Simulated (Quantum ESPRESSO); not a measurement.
## Au: single point with PBEsol

The system is Au.

```xyz
2
Lattice="2.8155 0.0000 0.0000 -0.0130 2.8202 0.0000 -1.1379 -1.1854 4.9240" Properties=species:S:1:pos:R:3 pbc="T T T"
Au    1.5605    1.4674    1.3379
Au    0.0951    0.0547    3.5703
```

This isn't the form of Au at room conditions, which is fcc.

The cell isn't the ideal one: atoms moved at random, drawn with an rms of 0.05 Å.

* Program: Quantum ESPRESSO 7.5
* Task: single point
* Functional: PBEsol
* Potentials or basis: GBRV 1.5 PBEsol
* Cutoff: 612 eV
* Density cutoff: 4898 eV
* k mesh: 10 × 10 × 6
* Occupations: fermi-dirac, width 0.05 eV
* Spin: no spin polarisation

The pressure is -8.2 GPa and the largest force is 0.231 eV/Å. The band gap on the k mesh is none (metal or under the smearing width).

Forces in eV/Å, atoms in the order of the input:
```
Au   0.040  0.040  0.224
Au  -0.040 -0.040 -0.224
```

Stress tensor (GPa, compression positive):
```
-8.97  0.13  0.55
 0.13 -9.24  0.21
 0.55  0.21 -6.39
```

Levels at points of the mesh, in eV from the Fermi level:
| k point | band 9 | band 10 | band 11 | band 12 | band 13 | band 14 |
| --- | --- | --- | --- | --- | --- | --- |
| (0.00, 0.00, 0.00) | -2.24 | -1.97 | -1.59 | -0.01 | 2.75 | 14.05 |
| (0.00, 0.00, -0.50) | -1.91 | -1.67 | -1.58 | -1.50 | 9.38 | 11.45 |
| (0.00, -0.50, 0.00) | -2.23 | -1.85 | 0.36 | 1.21 | 2.59 | 5.55 |
| (0.00, -0.50, -0.50) | -2.11 | -1.89 | 0.18 | 1.39 | 1.68 | 4.91 |
| (-0.50, 0.00, 0.00) | -2.28 | -1.75 | 0.46 | 1.17 | 2.80 | 5.54 |
| (-0.50, 0.00, -0.50) | -2.01 | -1.93 | 0.08 | 1.33 | 1.71 | 4.91 |
| (-0.50, -0.50, 0.00) | -0.79 | -0.76 | 2.71 | 4.75 | 5.97 | 6.69 |
| (-0.50, -0.50, -0.50) | -0.79 | -0.75 | 2.96 | 5.24 | 5.60 | 6.54 |

It took 78 s on 2 MPI ranks on Arm Neoverse V1, on a shared host, peak memory 0.4 GiB a rank.

The run has no spin-orbit coupling, so splittings on Au are missing.
